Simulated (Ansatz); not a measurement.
Starting structure, 1 O2 a cell, upright, over a hollow C-C site (C, R-3m (No. 166), (0 0 1) face):

```
C O
1.0
     7.39515    0.00000    0.00000
    -3.69757    6.40439    0.00000
     0.00000    0.00000   19.23651
C O
18 2
Direct
  0.55556 0.44444 0.41588
  0.55556 0.77778 0.41588
  0.55556 0.11111 0.41588
  0.88889 0.44444 0.41588
  0.88889 0.77778 0.41588
  0.88889 0.11111 0.41588
  0.22222 0.44444 0.41588
  0.22222 0.77778 0.41588
  0.22222 0.11111 0.41588
  0.44444 0.22222 0.41596
  0.44444 0.55556 0.41596
  0.44444 0.88889 0.41596
  0.77778 0.22222 0.41596
  0.77778 0.55556 0.41596
  0.77778 0.88889 0.41596
  0.11111 0.22222 0.41596
  0.11111 0.55556 0.41596
  0.11111 0.88889 0.41596
  0.00000 0.00000 0.50693
  0.00000 0.00000 0.57113
```

The calculation used DFT PBE+D3(BJ), scalar-relativistic, plane waves, PAW (Ansatz 0.2.0). Plane waves to 420 eV, a k mesh through Γ of 3×3×1 on the computed 20-atom cell and Gaussian smearing (0.05 eV); collinear spin. A dipole correction removes the field between periodic images along c.

Atoms 1 (counted from 1) are held. The cell is fixed. Force threshold 0.04 eV/Å.

```
step E − E_final (eV) largest force (eV/Å)
   1             1.497                 4.121
   2             0.673                 1.981
   3             0.303                 0.621
   4             0.131                 0.313
   5             0.057                 0.580
   6             0.020                 0.513
   7             0.033                 1.592
   8             0.008                 0.076
   9             0.003                 0.052
  10             0.001                 0.008
  11             0.000                 0.159
  12             0.000                 0.025
```

Question: What is the final structure?

Answer:
```
C O
1.0
     7.39515    0.00000    0.00000
    -3.69757    6.40439    0.00000
     0.00000    0.00000   19.23651
C O
18 2
Direct
  0.55556 0.44444 0.41588
  0.55544 0.77779 0.41582
  0.55556 0.11124 0.41585
  0.88876 0.44444 0.41585
  0.88889 0.77792 0.41577
  0.88889 0.11111 0.41573
  0.22221 0.44456 0.41582
  0.22221 0.77779 0.41583
  0.22208 0.11111 0.41577
  0.44446 0.22231 0.41584
  0.44435 0.55565 0.41586
  0.44435 0.88886 0.41585
  0.77769 0.22231 0.41582
  0.77769 0.55554 0.41584
  0.77783 0.88900 0.41575
  0.11100 0.22217 0.41575
  0.11114 0.55565 0.41585
  0.11101 0.88899 0.41577
  0.00318 0.99682 0.57111
  0.01921 0.98079 0.63385
```

The end is the local minimum or symmetric point that this start leads to.

Cost: 1 run of about 18 core-minutes, on Arm Neoverse V1 (shared hosts).